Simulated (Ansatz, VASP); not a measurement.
**AgCl: VASP beside Ansatz**

```
Ag Cl
1.0
     0.00000    2.77266    2.77266
     2.77266    0.00000    2.77266
     2.77266    2.77266    0.00000
Ag Cl
1 1
Direct
  0.00000 0.00000 0.00000
  0.50000 0.50000 0.50000
```

Alike in both runs: task electric field gradients; functional r2SCAN; k mesh 9 × 9 × 9; occupations fermi-dirac, width 0.01 eV; no spin polarisation.

|  | VASP | Ansatz |
| --- | --- | --- |
| version | VASP 6.6.1 | Ansatz 0.2.0 |
| potentials or method | VASP PAW PBE potentials, release 64 (Ag, Cl) | PAW with Ansatz's default frozen-core files, scalar-relativistic |
| plane-wave cutoff (eV) | 520 | 500 |
| valence electrons in the cell | 18 | 26 |

|  | VASP | Ansatz | Ansatz less VASP |
| --- | --- | --- | --- |
| gap on the k mesh at the Fermi level (eV) | 1.47 | 1.52 | +0.052 |
| pressure (GPa) | -0.1 | 0.0 | +0.08 |
| Vzz of the field gradient on the site that differs most (V/Å²) | 0.0 | 0.0 | 0.00 |

The two sets of potentials don't hold the same shells in valence. Ansatz warned: «gradients_without_spin_orbit».

Caveats: the PAW data sets were made with another functional, which shifts forces and pressure a little (VASP); an odd mesh through Γ misses points on the zone boundary, where band edges often lie. r2SCAN opens gaps a little over a GGA but as a rule still falls short of measured ones.
